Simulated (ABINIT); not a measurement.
Crystal: WC (Qusongite).

```xyz
2
Lattice="2.9065 0.0000 0.0000 -1.4532 2.5171 0.0000 0.0000 0.0000 2.8366" Properties=species:S:1:pos:R:3 pbc="T T T"
W     0.0000    0.0000    0.0000
C     1.4533    0.8390    1.4183
```

Base run:

- Program: ABINIT 10.8.3 (patched build)
- Functional: PBEsol
- Potentials or basis: PseudoDojo NC SR PBEsol v0.4.1 standard
- Cutoff: 1007 eV
- k mesh: 8 × 8 × 7
- Occupations: fermi-dirac, width 0.05 eV
- Spin: no spin polarisation

Its results: band gap on the k mesh none (metal or under the smearing width); pressure -3.5 GPa.

Problem. The run is repeated on the same cell with these changes: functional from PBEsol to PBE; potentials or basis from PseudoDojo NC SR PBEsol v0.4.1 standard to PseudoDojo NC SR PBE v0.5 stringent. What comes out?

Solution. Band gap on the k mesh none (metal or under the smearing width); pressure 5.4 GPa.
